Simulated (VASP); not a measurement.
**Li: single point with PBE**

Li:

```
Li
1.0
    -1.82215    1.82215    1.82215
     1.82215   -1.82215    1.82215
     1.82215    1.82215   -1.82215
Li
1
Cartesian
  0.0000 0.0000 0.0000
```

The cell isn't the ideal one: strained and moved within the space group.

```yaml
Program: VASP 6.6.1
Task: single point
Functional: PBE
Potentials_or_basis: VASP PAW PBE potentials, release 64 (Li_sv)
Cutoff: 520 eV
k_mesh: 16 × 16 × 16
Occupations: gaussian, width 0.1 eV
Spin: no spin polarisation
```

| Quantity | Value |
| --- | --- |
| Band gap on the k mesh | none (metal or under the smearing width) |

Levels at points of the mesh, in eV from the Fermi level:
```tsv
k point	band 1	band 2	band 3	band 4	band 5	band 6
(0.00, 0.00, 0.00)	-46.84	-3.31	12.86	12.86	12.86	17.29
(0.50, 0.00, 0.00)	-46.83	0.29	2.72	9.17	10.51	12.22
(0.50, 0.50, 0.50)	-46.82	4.93	4.93	4.93	7.04	7.04
```

It took 12 s on 1 thread of AMD EPYC 9R45 (Zen 5) (shared host), peak memory 0.11 GiB.
